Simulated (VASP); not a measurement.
# Ru (P6_3/mmc) in VASP: notebook

Aim: see how the results for Ru move with the level of theory and the settings. Levels: PBEsol, RPBE. Tasks: relaxation of cell and atoms.

Everything below comes from runs of VASP 6.6.1. Logs are shortened: lines on timing, memory, paths and dates and some standing lists are left out, and cuts for length are marked.

**1. The structure**

The structure is hexagonal, space group P6_3/mmc (No. 194). The conventional cell has a = 2.688 Å, b = 2.688 Å, c = 4.255 Å, α = 90.00°, β = 90.00°, γ = 120.00°. Ru (site symmetry -6m2) has 12 Ru at 2.63 to 2.69 Å as nearest neighbours.

**2. Relaxation of cell and atoms, PBEsol**

File INCAR:

```
SYSTEM = Ru
PREC = Accurate ; ENCUT = 600
EDIFF = 1E-7 ; ISMEAR = 1
SIGMA = 0.1 ; LREAL = .False.
LASPH = .True. ; NELM = 80
ALGO = Normal ; ISIF = 3
LWAVE = .False. ; LCHARG = .False.
GGA = PS ; IBRION = 2
NSW = 90 ; EDIFFG = -0.005
KPAR = 2
```

File KPOINTS:

```
Automatic mesh
0
Gamma
  15 15 9
  0 0 0
```

File POSCAR:

```
Ru                                      
1.0
    2.6882645194      0.0000000000      0.0000000000
   -1.3441322597      2.3281053659      0.0000000000
    0.0000000000     -0.0000000000      4.2552987305
  Ru            
     2
Direct
     0.3333333332999970    0.6666666667000030    0.2500000000000000
     0.6666666667000030    0.3333333332999970    0.7500000000000000
```

Potentials or basis: VASP PAW PBE potentials, release 64 (Ru_pv).

The run is started by

```console
$ cat potpaw_PBE.64/Ru_pv/POTCAR > POTCAR
$ mpirun -np 2 vasp_std > vasp.out
```

OUTCAR:

```text
SYSTEM = Ru
   PREC = Accurate
   ENCUT = 600
   EDIFF = 1E-7
   ISMEAR = 1
   LREAL = .False.
   LASPH = .True.
   NELM = 80
   ISIF = 3
   GGA = PS
   IBRION = 2
   NSW = 90
   EDIFFG = -0.005

 ion  position               nearest neighbor table
   1  0.333  0.667  0.250-   2 2.63   2 2.63   2 2.63   2 2.63   2 2.63   2 2.63
   2  0.667  0.333  0.750-   1 2.63   1 2.63   1 2.63   1 2.63   1 2.63   1 2.63

  LATTYP: Found a hexagonal cell.
 ALAT       =     2.6882645194
 C/A-ratio  =     1.5829166735

  Lattice vectors:

 A1 = (   2.6882645194,   0.0000000000,   0.0000000000)
 A2 = (  -1.3441322597,   2.3281053659,   0.0000000000)
 A3 = (   0.0000000000,   0.0000000000,   4.2552987305)

Analysis of symmetry for initial positions (statically):
=====================================================================
 Subroutine PRICEL returns:
 Original cell was already a primitive cell.

 Routine SETGRP: Setting up the symmetry group for a
 hexagonal supercell.

 Subroutine GETGRP returns: Found 24 space group operations
 (whereof 12 operations were pure point group operations)
 out of a pool of 24 trial point group operations.

The static configuration has the point symmetry D_3d.
 The point group associated with its full space group is D_6h.

Analysis of symmetry for dynamics (positions and initial velocities):
=====================================================================
 Subroutine PRICEL returns:
 Original cell was already a primitive cell.

 Routine SETGRP: Setting up the symmetry group for a
 hexagonal supercell.

 Subroutine GETGRP returns: Found 24 space group operations
 (whereof 12 operations were pure point group operations)
 out of a pool of 24 trial point group operations.

The dynamic configuration has the point symmetry D_3d.
 The point group associated with its full space group is D_6h.

 Subroutine INISYM returns: Found 24 space group operations
 (whereof 12 operations are pure point group operations),
 and found     1 'primitive' translations

----------------------------------------------------------------------------------------

                                     Primitive cell

  volume of cell :      26.6321

  direct lattice vectors                    reciprocal lattice vectors
     2.688264519  0.000000000  0.000000000     0.371987203  0.214766912  0.000000000
    -1.344132260  2.328105366  0.000000000     0.000000000  0.429533824  0.000000000
     0.000000000  0.000000000  4.255298730     0.000000000  0.000000000  0.235001128

  length of vectors
     2.688264519  2.688264519  4.255298730     0.429533824  0.429533824  0.235001128

  position of ions in fractional coordinates (direct lattice)
     0.333333333  0.666666667  0.250000000
     0.666666667  0.333333333  0.750000000

  ion indices of the primitive-cell ions
   primitive index   ion index
                 1           1
                 2           2

----------------------------------------------------------------------------------------

 KPOINTS: Automatic mesh

Automatic generation of k-mesh.
 Grid dimensions read from file:
 generate k-points for:   15   15    9

 Generating k-lattice:

  Cartesian coordinates                     Fractional coordinates (reciprocal lattice)
     0.024799147  0.014317794  0.000000000     0.066666667  0.000000000  0.000000000
     0.000000000  0.028635588  0.000000000     0.000000000  0.066666667  0.000000000
     0.000000000  0.000000000  0.026111236     0.000000000  0.000000000  0.111111111

  Length of vectors
     0.028635588  0.028635588  0.026111236

  Shift w.r.t. Gamma in fractional coordinates (k-lattice)
     0.000000000  0.000000000  0.000000000

 Subroutine IBZKPT returns following result:
 ===========================================

 Found    135 irreducible k-points:

 Following reciprocal coordinates:
            Coordinates               Weight
  0.000000  0.000000  0.000000      1.000000
  0.066667 -0.000000  0.000000      6.000000
  0.133333 -0.000000  0.000000      6.000000
  0.200000 -0.000000  0.000000      6.000000
  0.266667 -0.000000  0.000000      6.000000
  0.333333  0.000000  0.000000      6.000000
[... 16 lines left out ...]
  0.333333  0.200000  0.000000     12.000000
  0.400000  0.200000  0.000000      6.000000
 [... further k-points ...]
   k-points           NKPTS =    135   k-points in BZ     NKDIM =    135   number of bands    NBANDS=     18
   number of dos      NEDOS =    301   number of ions     NIONS =      2
   total plane-waves  NPLWV =  20736
   dimension x,y,z NGX =    24 NGY =   24 NGZ =   36
   dimension x,y,z NGXF=    48 NGYF=   48 NGZF=   72
   ions per type =               2
   NGX,Y,Z   is equivalent  to a cutoff of  14.84, 14.84, 14.06 a.u.
   NGXF,Y,Z  is equivalent  to a cutoff of  29.68, 29.68, 28.13 a.u.
 SYSTEM =  Ru
   PREC   = accura    normal or accurate (medium, high low for compatibility)
   ISTART =      0    job   : 0-new  1-cont  2-samecut
   ICHARG =      2    charge: 1-file 2-atom 10-const
   ISPIN  =      1    spin polarized calculation?
   LNONCOLLINEAR =      F non collinear calculations
   LSORBIT =      F    spin-orbit coupling
   LASPH  =      T    aspherical Exc in radial PAW
   ENCUT  =  600.0 eV  44.10 Ry    6.64 a.u.   5.37  5.37  8.50*2*pi/ulx,y,z
   NELM   =     80;   NELMIN=  2; NELMDL= -5     # of ELM steps
   EDIFF  = 0.1E-06   stopping-criterion for ELM
   LREAL  =      F    real-space projection
   EDIFFG = -.5E-02   stopping-criterion for IOM
   NSW    =     90    number of steps for IOM
   IBRION =      2    ionic relax: 0-MD 1-quasi-New 2-CG
   NFREE  =      1    steps in history (QN), initial steepest desc. (CG)
   ISIF   =      3    stress and relaxation
   ISYM   =      2    0-nonsym 1-usesym 2-fastsym
   POTIM  = 0.5000    time-step for ionic-motion
   TEBEG  =    0.0;   TEEND  =   0.0 temperature during run
   PSTRESS=    0.0 pullay stress
   NELECT =      28.0000    total number of electrons
   NUPDOWN=      -1.0000    fix difference up-down
   EMIN   =  10.00;   EMAX   =-10.00  energy-range for DOS
   EFERMI =   0.00;   METHOD = LEGACY
   ISMEAR =     1;   SIGMA  =   0.10  broadening in eV -4-tet -1-fermi 0-gaus
   EFERMI_NEDOS =   21; number of points for ismear=-14 and -15
   IALGO  =     38    algorithm
   IMIX   =      4    mixing-type and parameters
     AMIX     =   0.40;   BMIX     =  1.00
     AMIX_MAG =   1.60;   BMIX_MAG =  1.00
  volume/ion in A,a.u.               =      13.32        89.86
  Fermi-wavevector in a.u.,A,eV,Ry     =   1.664662  3.145754 37.703078  2.771098
  Thomas-Fermi vector in A             =   2.751166
   LORBIT       =      0    0 simple, 1 ext, 2 COOP (PROOUT), +10 PAW based schemes
   GGA     = PS    functional components
   LHFCALC =     F    Hartree Fock is set to
   AEXX    =    0.0000 exact exchange contribution
   IVDW    =     0    specifies the selected vdW correction
   LEPSILON=     F    determine dielectric tensor
   LRPA    =     F    only Hartree local field effects (RPA)
 conjugate gradient relaxation of ions
 non-spin polarized calculation
 Methfessel and Paxton  Order N= 1 SIGMA  =   0.10
  energy-cutoff  :      600.00
  volume of cell :       26.63
 maximum number of plane-waves:       917
 NGX is ok and might be reduce to    24
   NGX = 11   NGY = 11   NGZ = 17

--------------------------------------- Ionic step        1  -------------------------------------------

 number of electron      27.9999996 magnetization

 Free energy of the ion-electron system (eV)
  ---------------------------------------------------
  ext. energy  EPLUGINS =         0.00000000
  ---------------------------------------------------
  free energy    TOTEN  =       -20.34713445 eV

  energy without entropy =      -20.34589672  energy(sigma->0) =      -20.34672187

------------------------ aborting loop because EDIFF is reached ----------------------------------------

  FORCE on cell =-STRESS in cart. coord.  units (eV):
  Direction    XX          YY          ZZ          XY          YZ          ZX
  --------------------------------------------------------------------------------------
  -------------------------------------------------------------------------------------
  Total       -0.0195567     -0.0195567     -0.0030695     -0.0000000     -0.0000000      0.0000000
  in kB       -1.1765286     -1.1765286     -0.1846586     -0.0000000     -0.0000000      0.0000000
  external PRESSURE =      -0.8459052 kB  Pullay stress =       0.0000000 kB

 VOLUME and BASIS-vectors are now :
 -----------------------------------------------------------------------------
  energy-cutoff  :      600.00
  volume of cell :       26.63
      direct lattice vectors                 reciprocal lattice vectors
     2.688264519  0.000000000  0.000000000     0.371987203  0.214766912  0.000000000
    -1.344132260  2.328105366  0.000000000     0.000000000  0.429533824  0.000000000
     0.000000000  0.000000000  4.255298730     0.000000000  0.000000000  0.235001128
[... 37 lines left out ...]
 POSITION                                       TOTAL-FORCE (eV/Angst)
 -----------------------------------------------------------------------------------
     -0.00000      1.55134      1.06375        -0.000000     -0.000000      0.000000
      1.34350      0.77567      3.19124         0.000000      0.000000      0.000000
 -----------------------------------------------------------------------------------
    total drift:                                0.000000     -0.000000      0.000000

  FREE ENERGIE OF THE ION-ELECTRON SYSTEM (eV)
  ---------------------------------------------------
  free  energy   TOTEN  =       -20.3471202825 eV

  energy  without entropy=      -20.3459100498  energy(sigma->0) =      -20.34671687

--------------------------------------- Ionic step        3  -------------------------------------------

 number of electron      27.9999996 magnetization

 Free energy of the ion-electron system (eV)
  ---------------------------------------------------
  ext. energy  EPLUGINS =         0.00000000
  ---------------------------------------------------
  free energy    TOTEN  =       -20.34713716 eV

  energy without entropy =      -20.34590722  energy(sigma->0) =      -20.34672718

 E-fermi :  13.0388     XC(G=0): -14.4033

 val. band max:       13.0338013146   @ k =   0.2667   0.2000   0.2222
 cond. band min:      13.0411286109   @ k =   0.2667  -0.0000   0.3333
 fundamental gap:      0.0073272964
 Fermi energy:        13.0388139802

 k-point     1 :       0.0000    0.0000    0.0000
  band No.  band energies     occupation
      1     -30.6157      2.00000
      2     -29.6200      2.00000
      3     -29.6200      2.00000
      4     -29.4386      2.00000
      5     -29.4386      2.00000
      6     -29.3897      2.00000
[... 10 lines left out ...]
     17      14.2909     -0.00000
     18      14.3173     -0.00000
[... 463 lines left out ...]
 k-point    24 :       0.4000    0.2000    0.0000
  band No.  band energies     occupation
      1     -30.3422      2.00000
      2     -30.1417      2.00000
      3     -30.0156      2.00000
      4     -30.0107      2.00000
      5     -29.7688      2.00000
      6     -29.7484      2.00000
[... 10 lines left out ...]
     17      18.5137      0.00000
     18      19.9915      0.00000

 [... further k-points ...]
[... 5 lines left out ...]
  --------------------------------------------------------------------------------------
  -------------------------------------------------------------------------------------
  Total        0.0004298      0.0004298      0.0091664      0.0000000      0.0000000      0.0000000
  in kB        0.0258622      0.0258622      0.5516095      0.0000000      0.0000000      0.0000000
  external PRESSURE =       0.2011113 kB  Pullay stress =       0.0000000 kB

 VOLUME and BASIS-vectors are now :
 -----------------------------------------------------------------------------
  energy-cutoff  :      600.00
  volume of cell :       26.62
      direct lattice vectors                 reciprocal lattice vectors
     2.687902413  0.000000000  0.000000000     0.372037316  0.214795845  0.000000000
    -1.343951206  2.327791772 -0.000000000    -0.000000000  0.429591689  0.000000000
     0.000000000 -0.000000000  4.255208768    -0.000000000  0.000000000  0.235006096

 POSITION                                       TOTAL-FORCE (eV/Angst)
 -----------------------------------------------------------------------------------
     -0.00000      1.55186      1.06380         0.000000     -0.000000      0.000000
      1.34395      0.77593      3.19141        -0.000000      0.000000      0.000000
 -----------------------------------------------------------------------------------
    total drift:                                0.000000     -0.000000      0.000000

  FREE ENERGIE OF THE ION-ELECTRON SYSTEM (eV)
  ---------------------------------------------------
  free  energy   TOTEN  =       -20.3471371554 eV

  energy  without entropy=      -20.3459072240  energy(sigma->0) =      -20.34672718

 reached required accuracy - stopping structural energy minimisation
```

Run time: 28 s. Hardware: 2 MPI ranks of Intel Xeon Platinum 8559C (Emerald Rapids), shared host; peak memory 0.19 GiB.

Results:

| Quantity | Value |
| --- | --- |
| Free energy | -20.3471 eV |
| Relaxed volume | 13.31 Å³/atom |
| Relaxed cell | a = 2.688 Å, b = 2.688 Å, c = 4.255 Å, α = 90.00°, β = 90.00°, γ = 120.00° |
| Space group after relaxing (to 0.05 Å) | P6_3/mmc (No. 194) |
| Energy gained by relaxing | 0.0 meV/atom |
| Ionic steps | 3 |
| Pressure after relaxing | 0.0 GPa |
| Band gap on the k mesh | none (metal or under the smearing width) |

Final structure:
```
Ru
1.0
     2.68790    0.00000    0.00000
    -1.34395    2.32779    0.00000
     0.00000    0.00000    4.25521
Ru
2
Direct
  0.33333 0.66667 0.25000
  0.66667 0.33333 0.75000
```

Levels at points of the mesh, in eV from the Fermi level:
```tsv
k point	band 11	band 12	band 13	band 14	band 15	band 16	band 17	band 18
(0.00, 0.00, 0.00)	-2.48	-1.96	-1.96	-1.40	-1.40	1.25	1.25	1.28
```

Caveat: the PAW data sets were made with another functional, which shifts forces and pressure a little.

**3. Relaxation of cell and atoms, RPBE**

This run uses another cell than the first one, of 13.57 Å³/atom, 1.019 times its volume.

File INCAR:

```
SYSTEM = Ru
ALGO     = Normal         ! electronic algorithm
EDIFF    = 1E-6           ! SCF threshold, eV
EDIFFG   = -0.01          ! ionic threshold
ENCUT    = 600            ! plane-wave cutoff, eV
GGA      = RP             ! functional
IBRION   = 2              ! ionic algorithm
ISIF     = 3              ! what is computed and relaxed
ISMEAR   = 1              ! smearing method
LASPH    = .True.         ! aspherical terms in the spheres
LCHARG   = .False.        ! write CHGCAR
LREAL    = .False.        ! projectors in reciprocal space
LWAVE    = .False.        ! write WAVECAR
NELM     = 80             ! most SCF steps
NSW      = 90             ! ionic steps
PREC     = Accurate       ! precision mode
SIGMA    = 0.1            ! smearing width, eV
```

File KPOINTS:

```
k-points
0
Gamma
  15 15 9
  0 0 0
```

File POSCAR:

```
Ru
1.0
    2.7058000000      0.0000000000      0.0000000000
   -1.3529000000      2.3432915376      0.0000000000
    0.0000000000      0.0000000000      4.2819000000
Ru
2
Direct
    0.3333333333      0.6666666667      0.2500000000
    0.6666666667      0.3333333333      0.7500000000
```

Potentials or basis: VASP PAW PBE potentials, release 64 (Ru_pv).

The run is started by

```console
$ cat potpaw_PBE.64/Ru_pv/POTCAR > POTCAR
$ mpirun -np 1 vasp_std > vasp.out
```

Wall time 2.6 min (1 thread of Intel Xeon 6975P-C (Granite Rapids), shared host); peak memory 0.21 GiB.

Results (log left out):

```
Free energy                            : -17.1788 eV
Relaxed volume                         : 13.95 Å³/atom
Relaxed cell                           : a = 2.731 Å, b = 2.731 Å, c = 4.320 Å, α = 90.00°, β = 90.00°, γ = 120.00°
Space group after relaxing (to 0.05 Å) : P6_3/mmc (No. 194)
Energy gained by relaxing              : 10.1 meV/atom
Ionic steps                            : 8
Pressure after relaxing                : 0.1 GPa
Band gap on the k mesh                 : none (metal or under the smearing width)
```

Step by step:
| step | energy change (eV) | largest force (eV/Å) | pressure (GPa) | volume (Å³) |
| --- | --- | --- | --- | --- |
| 1 | 0.0000 | 0.0000 | 8.77 | 27.15 |
| 2 | 0.1265 | 0.0000 | -19.12 | 30.17 |
| 3 | -0.0201 | 0.0000 | -0.18 | 27.93 |
| 4 | -0.0201 | 0.0000 | -0.06 | 27.91 |
| 5 | -0.0201 | 0.0000 | 0.10 | 27.90 |
| 6 | -0.0201 | 0.0000 | 0.09 | 27.90 |
| 7 | -0.0201 | 0.0000 | 0.08 | 27.90 |
| 8 | -0.0201 | 0.0000 | 0.09 | 27.90 |

Final structure:
```yaml
crystal:
  lattice:
    - [2.73093, 0.00000, 0.00000]
    - [-1.36547, 2.36506, 0.00000]
    - [0.00000, 0.00000, 4.31961]
  atoms:
    - { symbol: Ru, position: [0.33333, 0.66667, 0.25000] }
    - { symbol: Ru, position: [0.66667, 0.33333, 0.75000] }
```

Levels at points of the mesh, in eV from the Fermi level:
```
           k point  band 11  band 12  band 13  band 14  band 15  band 16  band 17  band 18
(0.00, 0.00, 0.00)    -2.29    -1.82    -1.82    -1.32    -1.32     1.15     1.15     1.31
```

Caveat: the PAW data sets were made with another functional, which shifts forces and pressure a little.
